**Q:** I ran the same quartz cell with finer and finer k meshes, and I have two gap columns. What is the difference between them, and why do they agree in the first row?

Ansatz 0.2.0, scalar-relativistic PBE without spin polarization, PAW, plane-wave cutoff 420 eV, Gaussian smearing of 0.02 eV. SiO2 in space group P6_422, 9 atoms per cell, with the same cell and atomic positions in every row. The k meshes are Γ-centred, and the Kohn-Sham gaps are taken over the mesh points only.

```
k mesh  gap on mesh (eV)  direct gap on mesh (eV)
 1x1x1             5.877                    5.877
 3x3x1             5.785                    5.914
 3x3x2             5.724                    5.910
 3x3x4             5.724                    5.910
 6x6x4             5.722                    5.910
```

**A:** An electron state in a crystal carries a wave vector k, which says how its phase changes from one cell to the next. A mesh such as 3x3x2 divides the range of k into three, three and two steps along the three reciprocal axes. The "gap on mesh" is the lowest empty level found at any mesh point less the highest filled level found at any mesh point. The "direct gap on mesh" compares the two at the same point and takes the smallest difference.

With a 1x1x1 mesh there is one point, Γ, where every cell has the same phase. Both columns then measure the same thing, so the first row looks direct whatever the crystal is like. In the other four rows the gap is smaller than the direct gap, which means that the highest filled and lowest empty levels lie at different k. The gap is indirect.

**Q:** The gap shrinks from 5.877 to 5.722 eV. The atoms never move, so what is shrinking?

**A:** Mostly your ignorance of where the filled levels are highest. Picture one fixed set of bands and a mesh that reads them at a few points:

$$E_\mathrm{gap}=\min_k E_c(k)-\max_k E_v(k),$$

where $E_c$ is the lowest empty and $E_v$ the highest filled level at each k. Each of your meshes contains all the points of the one before. A new point can uncover a higher filled level or a lower empty one, and either makes the gap smaller; it can't undo what an earlier point has shown.

In this crystal the search is one-sided. The lowest empty level sits at Γ in every row, so even the coarsest mesh has it. The highest filled level is found at a new place as the mesh improves: first Γ, then K, then A, and finally M, the last three on the boundary of the zone of k.

The usual chemical picture of silica, which these runs don't test, makes this plausible. The lowest empty band of silica is largely s-like, and such a state is lowest when all cells are in phase, which is Γ. The top filled band consists of oxygen 2p lone pairs, which overlap weakly with each other. They are pushed up where neighbours meet out of phase, and that can happen away from Γ.

**Q:** If new points can only lower a gap, why does the direct gap go up from the first row to the second?

**A:** Because the picture of fixed bands fails there, and you can work out by how much. Take the bands of the 6x6x4 row, whose direct gap is 5.910 eV. That is the smallest direct gap on the mesh, so the gap at Γ can't be less. Reading those bands at Γ alone would therefore give at least 5.910 eV. Your one-point calculation gave 5.877 eV, so the fixed-band estimate is too high by at least 0.033 eV.

What changed is the electron density. Each run builds its own density from the states at its own mesh points, and that density sets the potential in which the electrons move. With Γ alone, the density contains only states that repeat identically from cell to cell. The potential is then slightly wrong, and the levels at Γ itself are displaced.

So the first step in your table holds two opposing changes. The direct gap rises by 0.037 eV, which only the better density can bring about. The newly seen filled level at K makes the gap 0.129 eV smaller than the direct gap. The sum, $0.037-0.129=-0.092$ eV, is the fall in the gap column.

**Q:** Going from 3x3x1 to 3x3x2 only adds one division along the third axis. Why does that still cost 0.06 eV?

**A:** The second division adds the half-way plane along the third axis, where neighbouring cells stacked in that direction have opposite phase. Point A lies on it, straight above Γ, and its highest filled level lies above anything the 3x3x1 mesh had found. The top filled level rises by 67 meV in this step.

The density improves in the same step, so not all of this need come from the new point. The lowest empty level gives a hint of the size: it stays at Γ, so only the density can move it, and it moves by 7 meV. I would credit most of the rise to A, but the two parts of the filled-level shift can't be separated exactly from the band edges alone; for that you would look up the level at K in the 3x3x2 run.

**Q:** The next two rows, 3x3x2 and 3x3x4, agree to the last printed digit. I would have stopped there. Would that have been wrong?

**A:** The number would have been good, but the agreement would not have been the reason. Those two meshes differ only along the third axis and share the same three divisions in the plane. A comparison between them can't reveal an error that they have in common.

They do have one. Point M lies half-way along an in-plane axis, and three equal steps starting from Γ jump over the half-way mark. Six steps land on it, and the 6x6x4 row finds its highest filled level there. The gap falls by about 2 meV, while the lowest empty level stays put to within a few hundredths of a meV, so the density had already settled.

The error was small because the filled levels at A and M happen to lie almost equally high. Had M been a tenth of an electronvolt higher, your two rows would have agreed just as well and been wrong by about that much.

**Q:** The total energy seems to be finished earlier than the gap. Is it simply an easier quantity?

**A:** It is a different kind of quantity: an average over all k, where the gap depends on extreme values. A chain of identical atoms with one s orbital each shows the difference. Its band is $E(k)=-2t\cos(ka)$, where $a$ is the spacing and $t$ the strength of the coupling between neighbours. The true average of the full band is zero and its top is at $2t$, half-way through the range of k.

With one point, at $k=0$, both answers are wrong. With two points, both are exact. With three points the cosines are $1$, $-\tfrac12$ and $-\tfrac12$: the average is still exact, but the highest level found is only $t$, short of the top by a quarter of the band's width.

Your quartz follows this pattern. The 3x3x1 mesh, with a single division along the third axis, still has an energy error of 6 meV per atom relative to 6x6x4. At 3x3x2 it is about 0.02 meV per atom, or less than 0.2 meV for the nine-atom cell, while the gap is still 2 meV off.

The chain is simpler than quartz in two ways: its band is a single cosine, and its potential is fixed. Real bands also contain faster waves in k, so the average on a finite mesh is in general not exact. In an insulator the same number of bands is filled at every k, and in the sum over those bands the faster waves die away exponentially. That is why a modest mesh is enough for the energy.

**Q:** So which digits of 5.722 eV may I put in a report?

**A:** As a result for this mesh, this wave cutoff and these atomic positions, I would write 5.72 eV. None of your rows tests the cutoff. An additional run with a 6x6x6 mesh changes the gap by less than 0.01 meV. That run refines only the third axis, however, so by the argument we have just used it is no test of the in-plane divisions. A slightly higher filled level between the in-plane points remains possible.

As a property of quartz, even the first digit is wrong. The measured gap is roughly 9 eV, a recalled figure, so the calculation falls short by about 3 eV. Your whole mesh study moved the gap by 0.155 eV, about twenty times less.

Most of that shortfall belongs to the functional. PBE is known to place the empty levels of insulators too close to the filled ones, and a finer mesh only reads the same levels more completely. The comparison is also a loose one, because your cell has the symmetry of β-quartz, the hot form, while the measured figure is for ordinary α-quartz. The atoms are held still, and the cell is not relaxed: it is under a calculated pressure of about 5 GPa. Relaxation would shift the gap somewhat, and thermal and zero-point motion usually narrow the gap of an oxide, so motion would not close the distance to experiment.

**Q:** If I had to choose a mesh for a similar insulator tomorrow, what would you tell me to do?

**A:** Treat the density and the band edges as two separate jobs. For the density, refine the mesh along every axis until the total energy stops changing; here 3x3x2 was enough. For the gap, ask which points the mesh contains, not only how many.

In this cell a 2x2x2 mesh would contain both A and M, which 3x3x1 misses. By the fixed-band argument it should find the top filled level better with fewer divisions in the plane, though its density might be poorer, and I haven't tested it. The safer course is to keep the converged density and read the bands from it on a finer set of points, including lines through the zone boundary. When you check a gap by changing the mesh, change the divisions along every axis, and include at least one mesh that contains Γ and has even numbers throughout, so that the half-way points are seen. Some programs shift even meshes off Γ by default, and then those points are missed. In a hexagonal cell like this one, six divisions along each in-plane axis catch K as well.
